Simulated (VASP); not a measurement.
Take CsI (CsCl type), against free atoms with fixed spin and no zero-point term, in VASP with PAW potentials, and its cohesive energy.

### Question
One run gives 2.58 eV/atom. Which level is it?
A. PBEsol
B. r2SCAN
C. HSE06

### Answer
C, HSE06.  The others give 2.73 (r2SCAN), 2.71 (PBEsol).

Only levels that ran to the end are used. Left out are those held back, those with too coarse a band path, GW runs whose mesh misses a band edge, hybrids' fits of cells that aren't cubic and levels without matching references; a question may draw on a part of the rest.
